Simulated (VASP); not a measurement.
# SnSe₂, relaxation of the atoms: which settings are enough?

SnSe₂, P1 (no. 1), 9 atoms in the cell. PBE, relaxation of the atoms; PAW potentials Sn_d, Se (PBE set). VASP 6.6.1.

Wanted: energy within 1 meV/atom; two shortest distances of each atom within 0.01 Å.

POSCAR:
```
SnSe2
1.0
    3.8110000000      0.0000000000      0.0000000000
   -1.9055000000      3.3004228100      0.0000000000
    0.0000000000      0.0000000000     18.4080000000
Sn Se
3 6
Direct
    0.0236340000      0.0140720000      0.0005100000
   -0.0054600000      0.0158300000      0.3342800000
    0.0050660000      0.0090240000      0.6673050000
    0.6810400000      0.3307550000      0.2516580000
    0.6602960000      0.3267390000      0.5811190000
    0.6866980000      0.3309920000      0.9151660000
    0.3251470000      0.6580930000      0.0822970000
    0.3506330000      0.6906570000      0.4193890000
    0.2729470000      0.6238380000      0.7482760000
```

The series start from Force threshold EDIFFG (eV/Å): -0.02; Electronic threshold EDIFF (eV): 1e-6; Relaxation method: conjugate gradient, POTIM 0.5; Mixing and least electronic steps: default. Each series keeps the choices made before it, and each single choice may use up half of a tolerance.

## Force threshold EDIFFG (eV/Å)

| Force threshold EDIFFG (eV/Å) | Energy less reference (meV/atom) | Two shortest distances of each atom, largest deviation (Å) | Time (s) |
|---|---|---|---|
| -0.1 | 0.4 | 0.011 | 26 |
| -0.05 | 0.3 | 0.006 | 29 |
| -0.03 | 0.3 | 0.006 | 29 |
| -0.02 | 0.2 | 0.004 | 33 |
| -0.01 | 0.0 | 0.001 | 84 |
| -0.005 | 0.0 | 0.000 | 120 |
| -0.002 (reference) | 0.0 | 0.000 | 122 |

Chosen: -0.02, the loosest value from which every tighter one stays within half of the tolerance.

## Electronic threshold EDIFF (eV)

| Electronic threshold EDIFF (eV) | Energy less reference (meV/atom) | Two shortest distances of each atom, largest deviation (Å) | Time (s) |
|---|---|---|---|
| 0.001 | 0.0 | 0.002 | 31 |
| 0.0001 | 0.0 | 0.002 | 23 |
| 1e-5 | 0.0 | 0.000 | 30 |
| 1e-6 | 0.0 | 0.001 | 33 |
| 1e-7 (reference) | 0.0 | 0.000 | 39 |

Chosen: 0.001.

## Relaxation method

| Relaxation method | Energy less reference (meV/atom) | Two shortest distances of each atom, largest deviation (Å) | SCF iterations | Time (s) |
|---|---|---|---|---|
| conjugate gradient, POTIM 0.5 | 0.0 | 0.000 | 61 | 31 |
| conjugate gradient, POTIM 0.2 | 0.0 | 0.002 | 61 | 31 |
| conjugate gradient, POTIM 1.0 | 0.0 | 0.002 | 88 | 46 |
| quasi-Newton, POTIM 0.5 | 0.0 | 0.002 | 39 | 19 |
| quasi-Newton, POTIM 0.3, 10 steps kept | 0.0 | 0.003 | 39 | 19 |
| quasi-Newton, POTIM 0.5, at least 5 electronic steps | 0.0 | 0.002 | 50 | 19 |
| damped dynamics, POTIM 0.2, SMASS 0.4 | -0.1 | 0.002 | 59 | 30 |
| damped dynamics, POTIM 0.4, SMASS 0.8 | 0.0 | 0.001 | 36 | 19 |
| velocity quench, POTIM 0.1 | 0.0 | 0.002 | 70 | 37 |

Chosen: damped dynamics, POTIM 0.4, SMASS 0.8, which stays within half of the tolerance.

## Mixing and least electronic steps

| Mixing and least electronic steps | Energy less reference (meV/atom) | Two shortest distances of each atom, largest deviation (Å) | Time (s) |
|---|---|---|---|
| default | 0.0 | 0.000 | 19 |
| MAXMIX 40 | no result | no result | 206 |
| NELMIN 4 | 0.0 | 0.003 | 22 |
| NELMIN 4, MAXMIX 40 | -0.1 | 0.003 | 83 |
| ALGO Fast | no result | no result | 237 |

Chosen: default; no other choice that stays within half of the tolerance saves 30 % of the time.

## All choices together

| Input | Energy less reference (meV/atom) | Two shortest distances of each atom, largest deviation (Å) | Time (s) |
|---|---|---|---|
| program defaults (naive) | 0.3 | 0.006 | 22 |
| chosen settings | 0.3 | 0.006 | 19 |
| reference settings throughout | 0.0 | 0.000 | 145 |

The tolerance is met.

## The input

INCAR:
```
PREC = Normal
ENCUT = 300
EDIFF = 0.001
ISMEAR = 0
SIGMA = 0.05
LREAL = F
LASPH = T
NELM = 100
ALGO = Normal
LWAVE = F
LCHARG = F
IBRION = 3
NSW = 150
ISIF = 2
EDIFFG = -0.02
POTIM = 0.4
KPAR = 8
SMASS = 0.8
```

KPOINTS:
```
k-points
0
Gamma
  5 5 1
```

Commands:
```
cat potpaw_PBE.64/Sn_d/POTCAR potpaw_PBE.64/Se/POTCAR > POTCAR
mpirun -np 8 vasp_std > vasp.out
```

The naive input happens to agree within the tolerance here, in 22 s.

Limits: the start was distorted on purpose (atoms moved at random), so the space group given is the start's and not the crystal's.

The chosen input took VASP 6.6.1 19 s on 8 cores (Intel Xeon 6975P-C (Granite Rapids)), a shared host.

## An input that fails: ionic step far too long

It stopped.

Changes against the starting input:
```
- NELM = 100
- IBRION = 2
- NSW = 150
- POTIM = 0.5
+ NELM = 60
+ IBRION = 3
+ NSW = 30
+ POTIM = 5.0
+ SMASS = 0.4
```
